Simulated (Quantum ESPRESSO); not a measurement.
Ca under changes of volume

One of the cells (42.459 Å³/atom); the others are scaled copies at fixed shape and fractional positions:

```
CELL_PARAMETERS angstrom
3.48866 0.00000 0.00000
0.00000 3.48866 0.00000
0.00000 0.00000 3.48866
ATOMIC_POSITIONS crystal
Ca 0.00000 0.00000 0.00000
```

This isn't the form of Ca at room conditions, which is fcc.

* Program: Quantum ESPRESSO 7.5
* Functional: PBE
* Potentials or basis: SSSP 1.3 efficiency PBE
* Cutoff: 748 eV
* Density cutoff: 5987 eV
* k mesh: 8 × 8 × 8
* Occupations: fermi-dirac, width 0.05 eV
* Spin: no spin polarisation

```tsv
volume (Å³/atom)	energy over the lowest point (meV/atom)	pressure (GPa)
39.912	13.97	1.1
40.761	?	?
41.610	5.37	0.6
42.459	2.59	0.4
43.309	0.78	0.2
44.158	0.00	0.0
45.007	0.28	-0.2
```

Q: What does the run at 40.761 Å³/atom give?

A: Energy over the lowest point 9.11 meV/atom; pressure 0.8 GPa.

Worked out: A Birch-Murnaghan fit of order 3 (a polynomial in V^(-2/3)) to the other rows has its minimum at 44.37 Å³/atom with B0 = V·E''(V) = 10.1 GPa (rough, since the energies scatter). It gives 9.19 meV/atom at 40.761 Å³/atom, against the run's 9.11, and -dE/dV = 0.8 GPa, against 0.8.

Energies are extrapolated to zero smearing.
